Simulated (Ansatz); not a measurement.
# Cd: the cost of one run

Computed with Ansatz 0.2.0 (DFT PBEsol, scalar-relativistic, plane waves, PAW, unless a step's input says otherwise).

### Step 1. The structure to begin with

Symmetry: Fm-3m, No. 225, cubic system. Conventional cell: a = 4.436 Å, b = 4.436 Å, c = 4.436 Å, α = 90.00°, β = 90.00°, γ = 90.00°. Cd (site symmetry m-3m) has 12 Cd at 3.14 Å as nearest neighbours.

As a file:

```cif
data_structure
_symmetry_space_group_name_H-M 'P 1'
_symmetry_Int_Tables_number 1
_cell_length_a 3.1369
_cell_length_b 3.1369
_cell_length_c 3.1369
_cell_angle_alpha 60.000
_cell_angle_beta 60.000
_cell_angle_gamma 60.000
_cell_volume 21.83
loop_
_atom_site_label
_atom_site_type_symbol
_atom_site_fract_x
_atom_site_fract_y
_atom_site_fract_z
_atom_site_occupancy
Cd1 Cd 0.00000 0.00000 0.00000 1
```

The structure comes from the Materials Project (structure only).

### Step 2. A distortion that keeps the symmetry

Against the listed cell: strain xx, yy, zz, yz, xz, xy = +2.3, +2.3, +2.3, +0.0, +0.0, +0.0 %.

File input.yaml:

```yaml
crystal:
  lattice:
    - [0.0, 2.2681468454, 2.2681468454]
    - [2.2681468454, 0.0, 2.2681468454]
    - [2.2681468454, 2.2681468454, 0.0]
  atoms:
    - { symbol: Cd, position: [0.0, 0.0, 0.0] }
basis:
  ecutwfc: 420
kpoints:
  mp_grid: { grid: [16, 16, 16] }
hamiltonian:
  xc: pbesol
scf:
  occupations: { method: gaussian, width: 0.1 }
output:
  forces: true
  stress: true
  eigenvalues: true
  write_density: true
  write_potential: true
  elf: true
  volumetric_format: npy
```

Command:

```sh
> ansatz run input.yaml --threads 1 --pin off --max-ram 1331MiB --backend cpu --events-out ev --progress --plain --runs-dir out
```

Q: Estimate wall time and peak memory on 1 thread of an x86-64 CPU, shared host.

About 1.8 s, with a peak of 0.37 GiB.
